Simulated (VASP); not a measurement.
BP in VASP 6.6.1, single-point calculation

INCAR

```
LWAVE = .FALSE.
ISMEAR = -5
PREC = Accurate
NBANDS = 11
EDIFF = 1E-7
GGA = PE
NELM = 95
LREAL = .FALSE.
IBRION = -1
ENCUT = 520
SIGMA = 0.01
NSW = 0
LCHARG = .FALSE.
ISIF = 2
LASPH = .TRUE.
```

KPOINTS

```
KPOINTS created by Atomic Simulation Environment
0
Gamma
10 10 10
0 0 0
```

POSCAR

```
B  P
 1.0000000000000000
     0.0000000000000000    2.2181858960000000    2.2683156724000000
     2.2181858960000000    0.0000000000000000    2.2683156724000000
     2.2181858960000000    2.2181858960000000    0.0000000000000000
 B   P
   1   1
Cartesian
  0.0000000000000000  0.0000000000000000  0.0000000000000000
  1.1090929480000000  1.1090929480000000  1.1341578362000000
```

The recommended PBE PAW datasets give the neutral cell 8 valence electrons.

Command

```
mpirun -np 1 vasp_std
```

Q: How does this run end, and what does it give?

A: It converged. Results: gap between bands v and c on the k mesh 1.00 eV; least direct gap on the k mesh 3.36 eV; pressure 9.1 GPa. Band v is the last that the valence electrons fill when counted band by band, and c is the next.

OSZICAR

```
N       E                     dE             d eps       ncg     rms          rms(c)
DAV:   1     0.942199681062E+01    0.94220E+01   -0.40239E+03  2244   0.661E+02
DAV:   2    -0.131102144853E+02   -0.22532E+02   -0.21776E+02  2976   0.110E+02
DAV:   3    -0.136974618637E+02   -0.58725E+00   -0.58609E+00  2835   0.156E+01
DAV:   4    -0.136995595578E+02   -0.20977E-02   -0.20975E-02  2607   0.110E+00
DAV:   5    -0.136995698840E+02   -0.10326E-04   -0.10326E-04  2799   0.760E-02    0.770E+00
DAV:   6    -0.130050332119E+02    0.69454E+00   -0.15194E+00  2580   0.548E+00    0.414E+00
DAV:   7    -0.128996003131E+02    0.10543E+00   -0.28004E-01  2800   0.263E+00    0.139E+00
DAV:   8    -0.128913044260E+02    0.82959E-02   -0.28346E-02  2644   0.978E-01    0.208E-01
DAV:   9    -0.128916201493E+02   -0.31572E-03   -0.70713E-04  2624   0.184E-01    0.139E-01
DAV:  10    -0.128918106211E+02   -0.19047E-03   -0.23910E-04  2554   0.977E-02    0.295E-02
DAV:  11    -0.128918210385E+02   -0.10417E-04   -0.11485E-05  2844   0.224E-02    0.369E-02
DAV:  12    -0.128918219265E+02   -0.88801E-06   -0.46044E-06  2547   0.105E-02    0.168E-02
DAV:  13    -0.128918217995E+02    0.12704E-06   -0.13556E-07  2113   0.236E-03    0.706E-03
DAV:  14    -0.128918218571E+02   -0.57663E-07   -0.51055E-08  1320   0.125E-03
   1 F= -.12891822E+02 E0= -.12891822E+02  d E =0.000000E+00
```

For comparison, a separate PBE run of the intended cell, on usual settings and not on those above, gives a gap of 1.00 eV on its mesh and a pressure of 9.1 GPa.
